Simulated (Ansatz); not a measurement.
Crystal: SiO2.

```xyz
12
Lattice="-2.6233 4.7768 4.4417 2.6233 -4.7768 4.4417 2.6233 4.7768 -4.4417" Properties=species:S:1:pos:R:3 pbc="T T T"
Si    2.6233   -0.8083    3.0643
Si    2.6233    3.9685   -3.0643
Si    0.0000    5.5850    1.3774
Si    0.0000    0.8083    7.5059
O     0.0000    4.7768    0.0000
O     0.0000    0.0000    0.0000
O    -1.3117    5.1892    2.2208
O     1.3117   -0.4125    2.2208
O     1.3117    4.3643   -2.2208
O     1.3117    5.1892    2.2208
O     0.0000    7.1651    1.0599
O     2.6233   -2.3884    3.3818
```

The cell comes from a database or a generator and needn't be the stable form of this composition.

Base run:

| Property | Result |
| --- | --- |
| Program | Ansatz 0.2.0 |
| Functional | LDA |
| Potentials or basis | Ansatz PAW |
| Cutoff | 420 eV (not typed: the program's choice for these potentials) |
| k mesh | 6 × 6 × 6 |
| Occupations | fermi-dirac, width 0.05 eV |
| Spin | no spin polarisation |

Its results: band gap on the k mesh 5.42 eV, direct; pressure -1.2 GPa; largest force 0.103 eV/Å.

Q: The run is repeated on the same cell with these changes: functional from LDA to PBEsol. What comes out?

A: Band gap on the k mesh 5.57 eV, direct; pressure 1.7 GPa; largest force 0.198 eV/Å.

PBEsol binds less tightly than LDA, so the same cell stands under more pressure.

Caveats: the PAW data sets come from PBE, with cores solved anew for the run's functional, which leaves a small shift of forces and pressure.
